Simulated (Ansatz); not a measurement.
## I under compression and expansion

```
I
1.0
    -2.07741    2.07741    2.07741
     2.07741   -2.07741    2.07741
     2.07741    2.07741   -2.07741
I
1
Direct
  0.00000 0.00000 0.00000
```

Conventional cell: a = 4.155 Å, b = 4.155 Å, c = 4.155 Å, α = 90.00°, β = 90.00°, γ = 90.00°. Around I (atom 1) lie 8 I at 3.60 Å.

The structure comes from a relaxation in the same program, started in the bcc type, and has space group Im-3m. Whether it is a known phase or the ground state wasn't checked.

No spin–orbit coupling, which matters for the heavy atoms here.

All numbers are computed: DFT, PBE, all-electron LAPW, scalar-relativistic (Ansatz 0.2.0); DFT, PBE, PAW with Ansatz's default frozen-core files, scalar-relativistic (Ansatz 0.2.0).

For LAPW: a Γ-centred 14×14×14 k mesh, Fermi–Dirac smearing of 0.03 eV, basis error target 0.25 meV/atom, no spin polarisation. PAW takes a cutoff of 420 eV at this cell. The Ansatz runs share mesh, smearing and spin set-up. Plane-wave (PAW) pressures include the program's estimate of the Pulay term.

The cell above is scaled evenly, with fractional coordinates and shape held.

| V/V(cell) | V (Å³/atom) | P, LAPW (GPa) | P, PAW (GPa) | free energy over the lowest listed, PAW (meV/atom) |
| --- | --- | --- | --- | --- |
| 0.9405 | 33.728 | 1.70 | 1.70 | 10.6 |
| 0.9700 | 34.786 | 0.78 | 0.78 | 2.6 |
| 1.0000 | 35.861 | 0.01 | 0.01 | 0.0 |
| 1.0300 | 36.937 | -0.62 | -0.63 | 2.2 |
| 1.0600 | 38.013 | ? | ? | ? |

Fill in the row V/V(cell) = 1.0600.

P, LAPW (GPa) = -1.15, P, PAW (GPa) = -1.15, free energy over the lowest listed, PAW (meV/atom) = 8.2.

What do Birch–Murnaghan fits to the pressures give?

LAPW: V0 = 35.88 Å³/atom, B0 = 23 GPa, B0′ = 5.5; PAW: V0 = 35.87 Å³/atom, B0 = 23 GPa, B0′ = 5.4.

PAW's V0 lies -0.02 % from the all-electron value and its B0 0.0 %. Symmetry fixes shape and coordinates here, so this is the relaxed modulus.
